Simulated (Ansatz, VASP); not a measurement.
MgS in VASP and in Ansatz

```
CELL_PARAMETERS angstrom
0.00000 2.88155 2.83088
2.88155 0.00000 2.83088
2.88155 2.88155 0.00000
ATOMIC_POSITIONS crystal
Mg 0.00000 0.00000 0.00000
S 0.25000 0.25000 0.25000
```

Change from the starting cell: biaxial_xy strain +1.8%.

Alike in both runs: task single point; functional PBE; k mesh 8 × 8 × 8; occupations fermi-dirac, width 0.02 eV; no spin polarisation.

|  | VASP | Ansatz |
| --- | --- | --- |
| version | VASP 6.6.1 | Ansatz 0.2.0 |
| potentials or method | VASP PAW PBE potentials, release 64 (Mg, S) | plane waves, PAW |
| plane-wave cutoff (eV) | 520 | 420 |
| valence electrons in the cell | 8 | 16 |

|  | VASP | Ansatz | Ansatz less VASP |
| --- | --- | --- | --- |
| gap on the k mesh at the Fermi level (eV) | 3.25 | 3.26 | +0.008 |
| pressure (GPa) | -1.0 | -0.9 | +0.15 |
| largest component of the traceless stress (GPa) | 0.26 | 0.25 | -0.003 |

The two sets of potentials don't hold the same shells in valence.
